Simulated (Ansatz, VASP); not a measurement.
**YHf15O32 in two plane-wave programs**

Wanted: the spread between two codes on one cell, functional and k mesh. The structure shown is the end of the VASP relaxation below.

Main program and level: Ansatz 0.2.0; plane waves, with VASP 6.6.1 beside it; single point at PBEsol.

## Step 1: The starting structure

The cell holds 48 atoms: 1 Y, 15 Hf and 32 O. Its edges and angles: a = 9.447 Å, b = 8.418 Å, c = 9.447 Å, α = 110.8°, β = 113.9°, γ = 108.2°. It derives from HfO2. Nearest the centre at fractional (0.582, 0.492, 0.367): Y1 at 0.04 Å, O17 at 2.13 Å, O24 at 2.17 Å, O29 at 2.23 Å, O33 at 2.26 Å, O37 at 2.26 Å, O42 at 2.31 Å, O45 at 2.32 Å. The cell carries charge −1.

## Step 2: VASP: relaxation, PBEsol

This run makes the geometry at which the two programs are then compared.

Lines of VASP's logs that name or quote its potential files are left out, and so is its time.

INCAR reads:

```
SYSTEM = YHf15O32
PREC = Normal
ENCUT = 400
EDIFF = 1E-05
NELM = 120
ISMEAR = 0
SIGMA = 0.05
LREAL = Auto
ALGO = Fast
GGA = PS
NELECT = 264
NBANDS = 168
LASPH = .TRUE.
LORBIT = 11
LWAVE = True
LCHARG = .FALSE.
KPAR = 4
NCORE = 2
IBRION = 2
NSW = 50
ISIF = 2
EDIFFG = -0.03
POTIM = 0.4
MAXMIX = 40
ISYM = 0
```

POSCAR reads:

```
YHf15O32
1.0
   -5.9673531359      5.1550931108      5.2013982443
    4.2103679987     -5.1550931108      5.1530429213
    5.9673531359      5.1550931108     -5.2013982443
Y Hf O
1 15 32
Direct
    0.5852304300      0.4944742100      0.3706138500
    0.0818768200      0.9923264200      0.3670382700
    0.0818768200      0.4923264200      0.8670382700
    0.5818768200      0.9923264200      0.8670382700
    0.8747118500      0.7576735800      0.8395504000
    0.3747118500      0.2576735800      0.8395504000
    0.3747118500      0.7576735800      0.3395504000
    0.8747118500      0.2576735800      0.3395504000
    0.4181231800      0.5076735800      0.6329617300
    0.9181231800      0.0076735800      0.6329617300
    0.9181231800      0.5076735800      0.1329617300
    0.4219557100      0.0159824400      0.1412015400
    0.1252881500      0.2423264200      0.1604496000
    0.6252881500      0.7423264200      0.1604496000
    0.6252881500      0.2423264200      0.6604496000
    0.1252881500      0.7423264200      0.6604496000
    0.5084004100      0.4591707000      0.1221475200
    0.0048688100      0.9563200200      0.1176422900
    0.0048688100      0.4563200200      0.6176422900
    0.5048688100      0.9563200200      0.6176422900
    0.6613222700      0.7936799800      0.7985487900
    0.1613222700      0.2936799800      0.7985487900
    0.1613222700      0.7936799800      0.2985487900
    0.6640264600      0.2934222700      0.3027137100
    0.4951311900      0.5436799800      0.8823577100
    0.9951311900      0.0436799800      0.8823577100
    0.9951311900      0.5436799800      0.3823577100
    0.4951311900      0.0436799800      0.3823577100
    0.3388113700      0.2067624000      0.2057158300
    0.8386777300      0.7063200200      0.2014512100
    0.8386777300      0.2063200200      0.7014512100
    0.3386777300      0.7063200200      0.7014512100
    0.8576529800      0.7090529000      0.5937028500
    0.3616918800      0.2143103300      0.5947293400
    0.3616918800      0.7143103300      0.0947293400
    0.8616918800      0.2143103300      0.0947293400
    0.3781227400      0.5385450300      0.4018855100
    0.8804190100      0.0356896700      0.3973815500
    0.8804190100      0.5356896700      0.8973815500
    0.3804190100      0.0356896700      0.8973815500
    0.1383081200      0.2856896700      0.4052706600
    0.6428280300      0.7841146000      0.4140031500
    0.6383081200      0.2856896700      0.9052706600
    0.1383081200      0.7856896700      0.9052706600
    0.6198720900      0.4625088600      0.6021430200
    0.1195809900      0.9643103300      0.6026184500
    0.1195809900      0.4643103300      0.1026184500
    0.6195809900      0.9643103300      0.1026184500
```

KPOINTS reads:

```
Automatic mesh
0
Gamma
2 2 2
0 0 0
```

PAW data sets: Y_sv, Hf and O (PBE family, release 64).

Launch:

```
$ mpirun -np 8 vasp_std
```

Numbers of over 12 decimals in the logs are rounded to 6 here.

Output:

```text
[banner, memory and clock lines left out]
running    8 mpi-ranks, on    1 nodes
[...]
|                                                                             |
|               ----> ADVICE to this user running VASP <----                  |
|                                                                             |
|     You enforced a specific xc type in the INCAR file but a different       |
|     [... a line on the potential file left out ...]
|     I HOPE YOU KNOW WHAT YOU ARE DOING!                                     |
|                                                                             |

 LDA part: xc-table for (Slater+PW92), standard interpolation
 POSCAR, INCAR and KPOINTS ok, starting setup
[...]
entering main loop
       N       E                     dE             d eps       ncg     rms          rms(c)
DAV:   1     0.136568504820E+04    0.13657E+04   -0.11926E+05  2688   0.121E+03
DAV:   2    -0.459498617331E+03   -0.18252E+04   -0.17701E+04  3336   0.303E+02
[...]
RMM:  17    -0.500031180401E+03    0.55113E-05   -0.21007E-04  3988   0.229E-02    0.236E-02
RMM:  18    -0.500031181533E+03   -0.11316E-05   -0.11140E-04  3746   0.174E-02    0.900E-03
RMM:  19    -0.500031181731E+03   -0.19747E-06   -0.61192E-06  1769   0.755E-03
   1 F= -.50003118E+03 E0= -.50003118E+03  d E =-.500031E+03
[... from here on, the cycles between the ionic steps are left out ...]
  21 F= -.50121159E+03 E0= -.50121159E+03  d E =-.278838E-02
  22 F= -.50121371E+03 E0= -.50121371E+03  d E =-.211532E-02
  23 F= -.50121389E+03 E0= -.50121389E+03  d E =-.229970E-02
  24 F= -.50121543E+03 E0= -.50121543E+03  d E =-.153531E-02
  25 F= -.50121543E+03 E0= -.50121543E+03  d E =-.153614E-02
  26 F= -.50121623E+03 E0= -.50121623E+03  d E =-.804355E-03
  27 F= -.50121624E+03 E0= -.50121624E+03  d E =-.805337E-03
  28 F= -.50121674E+03 E0= -.50121674E+03  d E =-.500698E-03
  29 F= -.50121675E+03 E0= -.50121675E+03  d E =-.512767E-03
  30 F= -.50121703E+03 E0= -.50121703E+03  d E =-.284858E-03
  31 F= -.50121701E+03 E0= -.50121701E+03  d E =-.259597E-03
  32 F= -.50121715E+03 E0= -.50121715E+03  d E =-.143239E-03
  33 F= -.50121717E+03 E0= -.50121717E+03  d E =-.157371E-03
[...]
reached required accuracy - stopping structural energy minimisation
 writing wavefunctions
```

From OUTCAR (step 2):

```text
  Total       -3.4416535     -0.2209669     -5.2311973      1.3797433     -0.1543822      1.5283513
  in kB      -10.1581417     -0.6521904    -15.4400328      4.0723529     -0.4556635      4.5109739
  external PRESSURE =      -8.7501217 kB  Pullay stress =       0.0000000 kB

 POSITION                                       TOTAL-FORCE (eV/Angst)
 -----------------------------------------------------------------------------------
      0.79060      2.39274      3.66825         0.006399      0.000265     -0.008491
      5.88381     -2.78090      3.62475        -0.010175     -0.006830     -0.000722
      6.76934      2.35618     -1.54425         0.006029     -0.000851     -0.007360
      5.89240      2.36510      3.61868         0.001652      0.015599      0.000142
      3.00380      4.94239      4.09252         0.004883      0.002976     -0.011385
      3.85876      4.92600     -1.07741         0.004637     -0.014476      0.006971
      2.97707     -0.20255      4.09413        -0.005593     -0.014632     -0.015442
     -2.13241      4.95173      4.10524         0.001198      0.001208      0.005085
      3.41452      2.79235      1.50802        -0.012360      0.003496     -0.003951
     -1.65963      7.95714      1.52803        -0.010932      0.018729     -0.008931
     -2.55278      2.81979      6.70324         0.002292     -0.007528      0.007763
     -1.67430      2.81406      1.51230        -0.002699      0.011591     -0.007978
      1.23895      0.23963      1.06515         0.010941      0.006609     -0.009962
      0.33602      0.22586      6.23899        -0.004095     -0.005063      0.006140
[...]
-----------------------------------------------------------------------------------
    total drift:                               -0.054409      0.149739      0.025609

  FREE ENERGIE OF THE ION-ELECTRON SYSTEM (eV)
  ---------------------------------------------------
  free  energy   TOTEN  =      -501.2171651942 eV

  energy  without entropy=     -501.2171651942  energy(sigma->0) =     -501.21716519

 reached required accuracy - stopping structural energy minimisation

[... 1 further part left out ...]
```

The cell is charged against a uniform background. The data set Hf keeps the semicore shell frozen, which is cheaper and a little less accurate.

[end of part 1 of 2]

[Lines on the potential files, build, host, timing and source positions are cut from VASP's logs without a mark.]

[Logs are printed without paths, hosts, clocks, repeated set-up lines and the standing remarks that a program may print on its own settings, such as how far it seeks lower states.]

[Hosts, paths, dates, database ids (printed as entryN), source tags and the programs' standing remarks are cut or masked in the printed files.]
